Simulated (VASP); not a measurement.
**Zn: single point with PBE**

Crystal: Zn.

```
Zn
1.0
     2.80447    0.00000    0.00000
    -1.40224    2.42874    0.00000
     0.00000    0.00000    4.43819
Zn
2
Direct
  0.33333 0.66667 0.25000
  0.66667 0.33333 0.75000
```

* Program: VASP 6.6.1
* Task: single point
* Functional: PBE
* Potentials or basis: VASP PAW PBE potentials, release 64 (Zn)
* Cutoff: 520 eV
* k mesh: 9 × 9 × 4
* Occupations: gaussian, width 0.1 eV
* Spin: no spin polarisation

- Pressure: -0.3 GPa
- Band gap on the k mesh: none (metal or under the smearing width)

Stress tensor (GPa, compression positive):
```
-0.85  0.00  0.00
 0.00 -0.85  0.00
 0.00  0.00  0.73
```

Levels at points of the mesh, in eV from the Fermi level:
```
           k point  band 10  band 11  band 12  band 13  band 14  band 15
(0.00, 0.00, 0.00)    -7.18    -7.18    -2.87    -1.11    14.25    14.25
(0.00, 0.00, 0.50)    -7.30    -7.30    -7.30     7.89     7.89    15.94
```

Wall time 14 s on 1 thread of Intel(R) Xeon(R) Platinum 8488C (Sapphire Rapids), on a shared host, peak memory 0.15 GiB.
